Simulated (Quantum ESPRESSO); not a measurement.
# 2H-MoTe2, 2 layers, AA' stacking, stepped through biaxial strain, part 6 of 8

What law, if any, do the results for 2H-MoTe2, 2 layers, AA' stacking follow against biaxial strain?

Quantum ESPRESSO 7.5; plane-wave DFT, PBE, GBRV ultrasoft pseudopotentials.

So far. Step 6 (Band structure, -4 %): Along this path the valence top lies at M and the conduction bottom between K and Γ. Step 7 (Relaxing the ions, -3 %): The relaxation lowers the energy by 9 meV an atom.

**9. Relaxation with pw.x, 3 %**

Level of this step: plane-wave DFT, PBE-D3(BJ), GBRV ultrasoft pseudopotentials (Quantum ESPRESSO 7.5).

m7.relax.in reads:

```
&control
  prefix = 'm7.relax'
  outdir = './out'
  pseudo_dir = './pseudo'
  nstep = 40
  forc_conv_thr = 0.0003
  calculation = 'relax'
  tstress = .true.
/
&system
  ibrav = 0
  nat = 6
  ntyp = 2
  ecutwfc = 50
  ecutrho = 250
  vdw_corr = 'grimme-d3'
  dftd3_version = 4
  occupations = 'smearing'
  smearing = 'fd'
  degauss = 0.002
/
&electrons
  conv_thr = 1e-09
  mixing_beta = 0.4
  electron_maxstep = 120
  mixing_mode = 'plain'
/
&ions
/
ATOMIC_SPECIES
  Te  127.6000  te_pbe_v1.uspp.F.UPF
  Mo  95.9500  mo_pbe_v1.uspp.F.UPF
CELL_PARAMETERS angstrom
  3.62286939687000 0.00000000000000 0.00000000000000
  -1.81143469792000 3.13749693178000 0.00000000000000
  0.00000000000000 0.00000000000000 25.74820526100000
ATOMIC_POSITIONS crystal
  Te  0.333333333300 0.666666666700 0.295521086700
  Mo  0.000000000000 0.000000000000 0.366161416800
  Te  0.333333333300 0.666666666700 0.436901447900
  Te  0.000000000000 0.000000000000 0.563098552100
  Mo  0.333333333300 0.666666666700 0.633838583200
  Te  0.000000000000 0.000000000000 0.704478913300
K_POINTS automatic
  12 12 1 0 0 0
```

Command:

```
OMP_NUM_THREADS=1 mpirun -n 4 pw.x -nk 4 -in m7.relax.in > m7.relax.out
```

The log of the run:

```text
[banner, memory and clock lines left out]
Program PWSCF v.7.5 starts
[...]
Message from routine setup:
[...]
number of electrons       =        52.00
     number of Kohn-Sham states=           31
     kinetic-energy cutoff     =      50.0000  Ry
     charge density cutoff     =     250.0000  Ry
[...]
number of k points=    19  Fermi-Dirac smearing, width (Ry)=  0.0020
[...]
Dense  grid:   131777 G-vectors     FFT dimensions: (  36,  36, 250)
[...]
negative rho (up, down):  2.616E-03 0.000E+00
     Starting wfcs are   42 randomized atomic wfcs
[...]
negative rho (up, down):  2.688E-03 0.000E+00
[...]
estimated scf accuracy    <       0.96403731 Ry
[...]
negative rho (up, down):  2.496E-03 0.000E+00
[...]
estimated scf accuracy    <       3.93717670 Ry
[...]
negative rho (up, down):  2.510E-03 0.000E+00
[...]
estimated scf accuracy    <       0.06983676 Ry
[...]
negative rho (up, down):  2.563E-03 0.000E+00
[...]
estimated scf accuracy    <       0.01749139 Ry
[...]
negative rho (up, down):  2.601E-03 0.000E+00
[...]
estimated scf accuracy    <       0.10747976 Ry
[...]
negative rho (up, down):  2.603E-03 0.000E+00
[...]
estimated scf accuracy    <       0.02541217 Ry
[...]
negative rho (up, down):  2.608E-03 0.000E+00
[...]
estimated scf accuracy    <       0.00294594 Ry
[...]
negative rho (up, down):  2.615E-03 0.000E+00
[...]
estimated scf accuracy    <       0.00039439 Ry
[...]
negative rho (up, down):  2.628E-03 0.000E+00
[...]
estimated scf accuracy    <       0.00005849 Ry
[...]
negative rho (up, down):  2.628E-03 0.000E+00
[...]
estimated scf accuracy    <       0.00006384 Ry
[...]
negative rho (up, down):  2.628E-03 0.000E+00
[...]
estimated scf accuracy    <       0.00003140 Ry
[...]
negative rho (up, down):  2.627E-03 0.000E+00
[...]
estimated scf accuracy    <       0.00000111 Ry
[...]
negative rho (up, down):  2.627E-03 0.000E+00
[...]
estimated scf accuracy    <       0.00000438 Ry
[...]
negative rho (up, down):  2.627E-03 0.000E+00
[...]
estimated scf accuracy    <       0.00000136 Ry
[...]
negative rho (up, down):  2.627E-03 0.000E+00
[...]
estimated scf accuracy    <       0.00000002 Ry
[...]
negative rho (up, down):  2.626E-03 0.000E+00
[...]
estimated scf accuracy    <       0.00000002 Ry
[...]
negative rho (up, down):  2.626E-03 0.000E+00
[...]
estimated scf accuracy    <          6.7E-09 Ry
[...]
negative rho (up, down):  2.626E-03 0.000E+00
[...]
estimated scf accuracy    <          6.3E-09 Ry
[...]
negative rho (up, down):  2.626E-03 0.000E+00
[...]
the Fermi energy is     3.3146 ev
!    total energy              =    -384.96000338 Ry
     estimated scf accuracy    <          8.8E-10 Ry
     smearing contrib. (-TS)   =      -0.00000001 Ry
     internal energy E=F+TS    =    -384.96000337 Ry
[...]
one-electron contribution =   -1879.57369217 Ry
     hartree contribution      =     947.01425405 Ry
     xc contribution           =     -96.41980240 Ry
     ewald contribution        =     644.20617061 Ry
[...]
convergence has been achieved in  19 iterations
     negative rho (up, down):  2.626E-03 0.000E+00
[...]
Total force =     0.038589     Total SCF correction =     0.000056
[...]
negative rho (up, down):  2.626E-03 0.000E+00
[...]
negative rho (up, down):  2.634E-03 0.000E+00
[...]
negative rho (up, down):  2.633E-03 0.000E+00
[...]
estimated scf accuracy    <       0.00007278 Ry
[...]
negative rho (up, down):  2.632E-03 0.000E+00
[...]
estimated scf accuracy    <       0.00016995 Ry
[...]
negative rho (up, down):  2.632E-03 0.000E+00
[...]
estimated scf accuracy    <       0.00001214 Ry
[...]
negative rho (up, down):  2.632E-03 0.000E+00
[...]
estimated scf accuracy    <       0.00000213 Ry
[...]
negative rho (up, down):  2.632E-03 0.000E+00
[...]
estimated scf accuracy    <       0.00000600 Ry
[...]
negative rho (up, down):  2.632E-03 0.000E+00
[...]
estimated scf accuracy    <       0.00000042 Ry
[...]
negative rho (up, down):  2.632E-03 0.000E+00
[...]
estimated scf accuracy    <       0.00000031 Ry
[...]
negative rho (up, down):  2.632E-03 0.000E+00
[...]
estimated scf accuracy    <       0.00000005 Ry
[...]
negative rho (up, down):  2.632E-03 0.000E+00
[...]
estimated scf accuracy    <          1.7E-09 Ry
[...]
negative rho (up, down):  2.632E-03 0.000E+00
[...]
estimated scf accuracy    <          1.3E-09 Ry
[...]
negative rho (up, down):  2.633E-03 0.000E+00
[...]
the Fermi energy is     3.3076 ev
!    total energy              =    -384.96130158 Ry
     estimated scf accuracy    <          3.4E-10 Ry
     smearing contrib. (-TS)   =      -0.00000001 Ry
     internal energy E=F+TS    =    -384.96130157 Ry
[...]
one-electron contribution =   -1882.91388952 Ry
     hartree contribution      =     948.67514138 Ry
     xc contribution           =     -96.44410386 Ry
     ewald contribution        =     645.90870360 Ry
[...]
convergence has been achieved in  11 iterations
     negative rho (up, down):  2.633E-03 0.000E+00
[...]
Total force =     0.028576     Total SCF correction =     0.000052
[...]
negative rho (up, down):  2.633E-03 0.000E+00
[...]
negative rho (up, down):  2.641E-03 0.000E+00
[...]
negative rho (up, down):  2.640E-03 0.000E+00
[...]
estimated scf accuracy    <       0.00009016 Ry
[...]
negative rho (up, down):  2.639E-03 0.000E+00
[...]
estimated scf accuracy    <       0.00022634 Ry
[...]
negative rho (up, down):  2.639E-03 0.000E+00
[...]
estimated scf accuracy    <       0.00001111 Ry
[...]
negative rho (up, down):  2.638E-03 0.000E+00
[...]
estimated scf accuracy    <       0.00000203 Ry
[...]
negative rho (up, down):  2.638E-03 0.000E+00
[...]
estimated scf accuracy    <       0.00000533 Ry
[...]
negative rho (up, down):  2.639E-03 0.000E+00
[...]
estimated scf accuracy    <       0.00000050 Ry
[...]
negative rho (up, down):  2.639E-03 0.000E+00
[...]
estimated scf accuracy    <       0.00000040 Ry
[...]
negative rho (up, down):  2.639E-03 0.000E+00
[...]
estimated scf accuracy    <       0.00000004 Ry
[...]
negative rho (up, down):  2.639E-03 0.000E+00
[...]
estimated scf accuracy    <          1.2E-09 Ry
[...]
negative rho (up, down):  2.639E-03 0.000E+00
[...]
Total force =     0.001465     Total SCF correction =     0.000031
[...]
negative rho (up, down):  2.648E-03 0.000E+00
[...]
negative rho (up, down):  2.648E-03 0.000E+00
[...]
negative rho (up, down):  2.648E-03 0.000E+00
[...]
estimated scf accuracy    <       0.00000006 Ry
[...]
negative rho (up, down):  2.648E-03 0.000E+00
[...]
estimated scf accuracy    <       0.00000028 Ry
[...]
negative rho (up, down):  2.648E-03 0.000E+00
[...]
estimated scf accuracy    <       0.00000001 Ry
[...]
negative rho (up, down):  2.648E-03 0.000E+00
[...]
estimated scf accuracy    <          9.9E-09 Ry
[...]
negative rho (up, down):  2.648E-03 0.000E+00
[...]
estimated scf accuracy    <          5.5E-09 Ry
[...]
negative rho (up, down):  2.648E-03 0.000E+00
[...]
estimated scf accuracy    <          3.6E-10 Ry
[...]
negative rho (up, down):  2.648E-03 0.000E+00
[...]
estimated scf accuracy    <          3.9E-10 Ry
[...]
negative rho (up, down):  2.648E-03 0.000E+00
[...]
the Fermi energy is     3.2822 ev
!    total energy              =    -384.96282280 Ry
     estimated scf accuracy    <          1.2E-11 Ry
     smearing contrib. (-TS)   =      -0.00000004 Ry
     internal energy E=F+TS    =    -384.96282277 Ry
[...]
one-electron contribution =   -1892.82153049 Ry
     hartree contribution      =     953.60212703 Ry
     xc contribution           =     -96.51202108 Ry
     ewald contribution        =     650.95637617 Ry
[...]
convergence has been achieved in   8 iterations
     negative rho (up, down):  2.648E-03 0.000E+00
[...]
Total force =     0.001452     Total SCF correction =     0.000019
[...]
negative rho (up, down):  2.648E-03 0.000E+00
[...]
WARNING: bfgs curvature condition failed, Theta= 0.827
[...]
negative rho (up, down):  2.648E-03 0.000E+00
[...]
negative rho (up, down):  2.648E-03 0.000E+00
[...]
estimated scf accuracy    <       0.00000006 Ry
[...]
negative rho (up, down):  2.648E-03 0.000E+00
[...]
estimated scf accuracy    <       0.00000017 Ry
[...]
negative rho (up, down):  2.648E-03 0.000E+00
[...]
estimated scf accuracy    <          8.6E-09 Ry
[...]
negative rho (up, down):  2.648E-03 0.000E+00
[...]
estimated scf accuracy    <       0.00000001 Ry
[...]
negative rho (up, down):  2.648E-03 0.000E+00
[...]
estimated scf accuracy    <       0.00000001 Ry
[...]
negative rho (up, down):  2.648E-03 0.000E+00
[...]
estimated scf accuracy    <          5.6E-10 Ry
[...]
negative rho (up, down):  2.648E-03 0.000E+00
[...]
estimated scf accuracy    <          3.4E-10 Ry
[...]
negative rho (up, down):  2.648E-03 0.000E+00
[...]
the Fermi energy is     3.2826 ev
!    total energy              =    -384.96282531 Ry
     estimated scf accuracy    <          6.8E-12 Ry
     smearing contrib. (-TS)   =      -0.00000004 Ry
     internal energy E=F+TS    =    -384.96282527 Ry
[...]
one-electron contribution =   -1893.14012716 Ry
     hartree contribution      =     953.76145126 Ry
     xc contribution           =     -96.51228641 Ry
     ewald contribution        =     651.11592350 Ry
[...]
convergence has been achieved in   8 iterations
     negative rho (up, down):  2.648E-03 0.000E+00
[...]
Total force =     0.001449     Total SCF correction =     0.000016
[...]
negative rho (up, down):  2.648E-03 0.000E+00
[...]
negative rho (up, down):  2.648E-03 0.000E+00
[...]
negative rho (up, down):  2.648E-03 0.000E+00
[...]
estimated scf accuracy    <       0.00000015 Ry
[...]
negative rho (up, down):  2.647E-03 0.000E+00
[...]
estimated scf accuracy    <       0.00000063 Ry
[...]
negative rho (up, down):  2.648E-03 0.000E+00
[...]
estimated scf accuracy    <       0.00000004 Ry
[...]
negative rho (up, down):  2.648E-03 0.000E+00
[...]
estimated scf accuracy    <       0.00000004 Ry
[...]
negative rho (up, down):  2.648E-03 0.000E+00
[...]
estimated scf accuracy    <       0.00000002 Ry
[...]
negative rho (up, down):  2.648E-03 0.000E+00
[...]
estimated scf accuracy    <          1.4E-09 Ry
[...]
negative rho (up, down):  2.648E-03 0.000E+00
[...]
estimated scf accuracy    <          5.5E-10 Ry
[...]
negative rho (up, down):  2.648E-03 0.000E+00
[...]
estimated scf accuracy    <          1.5E-11 Ry
[...]
negative rho (up, down):  2.648E-03 0.000E+00
[...]
estimated scf accuracy    <          2.5E-11 Ry
[...]
negative rho (up, down):  2.648E-03 0.000E+00
[...]
Total force =     0.001441     Total SCF correction =     0.000012
[...]
negative rho (up, down):  2.647E-03 0.000E+00
[...]
negative rho (up, down):  2.646E-03 0.000E+00
[...]
negative rho (up, down):  2.646E-03 0.000E+00
[...]
estimated scf accuracy    <       0.00000115 Ry
[...]
negative rho (up, down):  2.645E-03 0.000E+00
[...]
estimated scf accuracy    <       0.00000477 Ry
[...]
negative rho (up, down):  2.645E-03 0.000E+00
[...]
estimated scf accuracy    <       0.00000035 Ry
[...]
negative rho (up, down):  2.645E-03 0.000E+00
[...]
estimated scf accuracy    <       0.00000004 Ry
[...]
negative rho (up, down):  2.645E-03 0.000E+00
[...]
estimated scf accuracy    <       0.00000001 Ry
[...]
negative rho (up, down):  2.645E-03 0.000E+00
[...]
estimated scf accuracy    <          3.7E-09 Ry
[...]
negative rho (up, down):  2.645E-03 0.000E+00
[...]
estimated scf accuracy    <          1.5E-09 Ry
[...]
negative rho (up, down):  2.645E-03 0.000E+00
[...]
estimated scf accuracy    <          3.1E-10 Ry
[...]
negative rho (up, down):  2.645E-03 0.000E+00
[...]
estimated scf accuracy    <          3.1E-11 Ry
[...]
negative rho (up, down):  2.645E-03 0.000E+00
[...]
estimated scf accuracy    <          1.1E-11 Ry
[...]
negative rho (up, down):  2.645E-03 0.000E+00
[...]
the Fermi energy is     3.2851 ev
!    total energy              =    -384.96284442 Ry
     estimated scf accuracy    <          6.8E-13 Ry
     smearing contrib. (-TS)   =      -0.00000004 Ry
     internal energy E=F+TS    =    -384.96284438 Ry
[...]
one-electron contribution =   -1895.45110419 Ry
     hartree contribution      =     954.91699860 Ry
     xc contribution           =     -96.51324712 Ry
     ewald contribution        =     652.27238103 Ry
[...]
convergence has been achieved in  11 iterations
     negative rho (up, down):  2.645E-03 0.000E+00
[...]
Total force =     0.001429     Total SCF correction =     0.000003
[...]
negative rho (up, down):  2.645E-03 0.000E+00
[...]
negative rho (up, down):  2.644E-03 0.000E+00
[...]
negative rho (up, down):  2.644E-03 0.000E+00
[...]
estimated scf accuracy    <       0.00000266 Ry
[...]
negative rho (up, down):  2.644E-03 0.000E+00
[...]
estimated scf accuracy    <       0.00001229 Ry
[...]
negative rho (up, down):  2.643E-03 0.000E+00
[...]
estimated scf accuracy    <       0.00000075 Ry
[...]
negative rho (up, down):  2.643E-03 0.000E+00
[...]
estimated scf accuracy    <       0.00000007 Ry
[...]
negative rho (up, down):  2.643E-03 0.000E+00
[...]
estimated scf accuracy    <       0.00000004 Ry
[...]
negative rho (up, down):  2.643E-03 0.000E+00
[...]
estimated scf accuracy    <       0.00000001 Ry
[...]
negative rho (up, down):  2.643E-03 0.000E+00
[...]
estimated scf accuracy    <          4.0E-09 Ry
[...]
negative rho (up, down):  2.643E-03 0.000E+00
[...]
estimated scf accuracy    <          9.6E-10 Ry
[...]
negative rho (up, down):  2.643E-03 0.000E+00
[...]
estimated scf accuracy    <          4.2E-11 Ry
[...]
negative rho (up, down):  2.643E-03 0.000E+00
[...]
estimated scf accuracy    <          2.3E-11 Ry
[...]
negative rho (up, down):  2.643E-03 0.000E+00
[...]
```

Run time: 14 min. Hardware: 4 MPI ranks of Arm Neoverse V2, shared host; peak memory 1 GiB; 54 min of CPU time.

The steps of the relaxation:

```
step  energy less that of the first step (eV)  largest force (eV/Å)
   1                                   0.0000                0.5048
   2                                  -0.0177                0.3761
   3                                  -0.0309                0.2328
   4                                  -0.0383                0.0178
   5                                  -0.0384                0.0162
   6                                  -0.0384                0.0173
   7                                  -0.0384                0.0187
   8                                  -0.0385                0.0197
   9                                  -0.0387                0.0205
  10                                  -0.0388                0.0210
  11                                  -0.0391                0.0208
  12                                  -0.0394                0.0198
  13                                  -0.0399                0.0171
  14                                  -0.0403                0.0116
  15                                  -0.0405                0.0031
```

The atoms that moved most (Å):

```
atom     dx     dy      dz  length
 Te1  0.000  0.000   0.086   0.086
 Te6  0.000  0.000  -0.086   0.086
 Mo5  0.000  0.000  -0.047   0.047
 Mo2  0.000  0.000   0.047   0.047
 Te4  0.000  0.000  -0.007   0.007
 Te3  0.000  0.000   0.007   0.007
```

The relaxation lowers the energy by 7 meV an atom.

This step gave:

| Item | Value |
| --- | --- |
| free energy | -5237.6882 eV |
| Fermi energy | 3.319 eV |

**10. SCF with pw.x, 3 %**

Level of this step: plane-wave DFT, PBE, GBRV ultrasoft pseudopotentials (Quantum ESPRESSO 7.5).

m7.scf.in reads:

```
&control
  prefix = 'm7.scf'
  outdir = './out'
  pseudo_dir = './pseudo'
  calculation = 'scf'
  tprnfor = .true.
/
&system
  ibrav = 0
  nat = 6
  ntyp = 2
  ecutwfc = 40
  ecutrho = 200
  occupations = 'smearing'
  smearing = 'fd'
  degauss = 0.002
  nbnd = 30
/
&electrons
  conv_thr = 1e-09
  mixing_beta = 0.4
  electron_maxstep = 120
  mixing_mode = 'plain'
/
ATOMIC_SPECIES
  Te  127.6000  te_pbe_v1.uspp.F.UPF
  Mo  95.9500  mo_pbe_v1.uspp.F.UPF
CELL_PARAMETERS angstrom
  3.62286939687000 0.00000000000000 0.00000000000000
  -1.81143469792000 3.13749693178000 0.00000000000000
  0.00000000000000 0.00000000000000 25.74820526100000
ATOMIC_POSITIONS crystal
  Te  0.333333333300 0.666666666700 0.298870428900
  Mo  0.000000000000 0.000000000000 0.367993472000
  Te  0.333333333300 0.666666666700 0.437189486600
  Te  0.000000000000 0.000000000000 0.562810513400
  Mo  0.333333333300 0.666666666700 0.632006528000
  Te  0.000000000000 0.000000000000 0.701129571100
K_POINTS automatic
  12 12 1 0 0 0
```

Command:

```
OMP_NUM_THREADS=1 mpirun -n 4 pw.x -nk 4 -in m7.scf.in > m7.scf.out
```

The log of the run:

```text
[banner, memory and clock lines left out]
Program PWSCF v.7.5 starts
[...]
Message from routine setup:
[...]
number of electrons       =        52.00
     number of Kohn-Sham states=           30
     kinetic-energy cutoff     =      40.0000  Ry
     charge density cutoff     =     200.0000  Ry
[...]
number of k points=    19  Fermi-Dirac smearing, width (Ry)=  0.0020
[...]
Dense  grid:    94515 G-vectors     FFT dimensions: (  36,  36, 225)
[...]
negative rho (up, down):  2.990E-03 0.000E+00
     Starting wfcs are   42 randomized atomic wfcs
[...]
negative rho (up, down):  3.063E-03 0.000E+00
[...]
estimated scf accuracy    <       0.95980490 Ry
[...]
negative rho (up, down):  2.873E-03 0.000E+00
[...]
estimated scf accuracy    <       3.45921114 Ry
[...]
negative rho (up, down):  2.874E-03 0.000E+00
[...]
estimated scf accuracy    <       0.10626521 Ry
[...]
negative rho (up, down):  2.917E-03 0.000E+00
[...]
estimated scf accuracy    <       0.01385154 Ry
[...]
negative rho (up, down):  2.959E-03 0.000E+00
[...]
estimated scf accuracy    <       0.11000968 Ry
[...]
negative rho (up, down):  2.964E-03 0.000E+00
[...]
estimated scf accuracy    <       0.02904385 Ry
[...]
negative rho (up, down):  2.970E-03 0.000E+00
[...]
estimated scf accuracy    <       0.01839586 Ry
[...]
negative rho (up, down):  2.973E-03 0.000E+00
[...]
estimated scf accuracy    <       0.00214006 Ry
[...]
negative rho (up, down):  2.972E-03 0.000E+00
[...]
estimated scf accuracy    <       0.00018735 Ry
[...]
negative rho (up, down):  2.986E-03 0.000E+00
[...]
estimated scf accuracy    <       0.00012681 Ry
[...]
negative rho (up, down):  2.994E-03 0.000E+00
[...]
estimated scf accuracy    <       0.00054436 Ry
[...]
negative rho (up, down):  2.990E-03 0.000E+00
[...]
estimated scf accuracy    <       0.00017536 Ry
[...]
negative rho (up, down):  2.987E-03 0.000E+00
[...]
estimated scf accuracy    <       0.00015206 Ry
[...]
negative rho (up, down):  2.986E-03 0.000E+00
[...]
estimated scf accuracy    <       0.00011389 Ry
[...]
negative rho (up, down):  2.986E-03 0.000E+00
[...]
estimated scf accuracy    <       0.00003524 Ry
[...]
negative rho (up, down):  2.986E-03 0.000E+00
[...]
estimated scf accuracy    <       0.00002417 Ry
[...]
negative rho (up, down):  2.986E-03 0.000E+00
[...]
estimated scf accuracy    <       0.00002315 Ry
[...]
negative rho (up, down):  2.986E-03 0.000E+00
[...]
estimated scf accuracy    <       0.00000378 Ry
[...]
negative rho (up, down):  2.986E-03 0.000E+00
[...]
estimated scf accuracy    <       0.00000079 Ry
[...]
negative rho (up, down):  2.986E-03 0.000E+00
[...]
estimated scf accuracy    <       0.00000002 Ry
[...]
negative rho (up, down):  2.986E-03 0.000E+00
[...]
estimated scf accuracy    <       0.00000003 Ry
[...]
negative rho (up, down):  2.986E-03 0.000E+00
[...]
estimated scf accuracy    <       0.00000009 Ry
[...]
negative rho (up, down):  2.986E-03 0.000E+00
[...]
estimated scf accuracy    <       0.00000004 Ry
[...]
negative rho (up, down):  2.986E-03 0.000E+00
[...]
estimated scf accuracy    <          3.3E-09 Ry
[...]
negative rho (up, down):  2.985E-03 0.000E+00
[...]
the Fermi energy is     3.3196 ev
!    total energy              =    -384.77204937 Ry
     estimated scf accuracy    <          6.6E-10 Ry
     smearing contrib. (-TS)   =      -0.00000013 Ry
     internal energy E=F+TS    =    -384.77204924 Ry
[...]
one-electron contribution =   -1927.12287520 Ry
     hartree contribution      =     970.75333331 Ry
     xc contribution           =     -96.52275410 Ry
     ewald contribution        =     668.12024675 Ry
     convergence has been achieved in  25 iterations
     negative rho (up, down):  2.985E-03 0.000E+00
[...]
Total force =     0.008320     Total SCF correction =     0.000158
[...]
```

Elapsed: 64 s, on 4 MPI ranks; peak memory 0.57 GiB; 4.3 min of CPU time.

This step gave:

```
free energy                          : -5235.0904 eV
Fermi energy                         : 3.320 eV
valence top, on the run's zero       : 3.090 eV
conduction bottom, on the run's zero : 3.585 eV
gap by band count                    : 0.4953 eV
```

(Continued in part 7 of 8.)

[Logs are printed without paths, hosts, clocks, repeated set-up lines and the standing remarks that a program may print on its own settings, such as how far it seeks lower states.]

[Hosts, paths, dates, database ids (printed as entryN), source tags and the programs' standing remarks are cut or masked in the printed files.]

[Maps of the electrostatic potential energy from Ansatz leave out the sawtooth potential of an applied field or a dipole correction, so their vacuum need not be flat; planar profiles and work functions include it.]
